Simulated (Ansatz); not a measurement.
**Ga2O3: two-dimensional strain map**

The calculation used Ansatz, DFT PBE, scalar-relativistic, plane waves, PAW. Settings: plane waves to 420 eV, k-mesh 10×10×6 (Γ-centred), Gaussian smearing 0.05 eV. No spin polarisation. Energies are free energies at this smearing, counted from the undisturbed cell; pressure is positive in compression.

Reference structure (relaxed at this level):

```
Ga O
1.0
     6.22743   -1.54176    0.01149
     6.22743    1.54176    0.01149
    -1.40272    0.00000    5.70769
Ga O
4 6
Direct
  0.08991 0.08991 0.79472
  0.91009 0.91009 0.20528
  0.65850 0.65850 0.31420
  0.34150 0.34150 0.68580
  0.16349 0.16349 0.10921
  0.83651 0.83651 0.89079
  0.17370 0.17370 0.56436
  0.82630 0.82630 0.43564
  0.49602 0.49602 0.25668
  0.50398 0.50398 0.74332
```

The cell is strained by p along both x and y and by q along z, fractional coordinates fixed. Points are written (p, q).

Energy above the undisturbed cell in meV/atom (a dash: not computed):

| p \ q | -0.050 | -0.025 | 0.000 | 0.025 | 0.050 |
| --- | --- | --- | --- | --- | --- |
| -0.050 | ? | 118.7 | ? | 84.4 | 91.8 |
| -0.025 | 75.2 | – | 21.5 | – | ? |
| 0.000 | 36.7 | 8.6 | 0.0 | 7.7 | 29.0 |
| 0.025 | 41.2 | – | 18.6 | – | – |
| 0.050 | 80.3 | – | ? | – | 117.2 |

Q: Fill in the withheld energies.

A: (-0.050, -0.050): 166.7; (-0.050, 0.000): 92.4; (-0.025, 0.050): 37.3; (0.050, 0.000): 69.3.

Cost: 18 runs of about 10 core-minutes in all, on Intel Xeon Platinum 8488C (Sapphire Rapids) (shared hosts).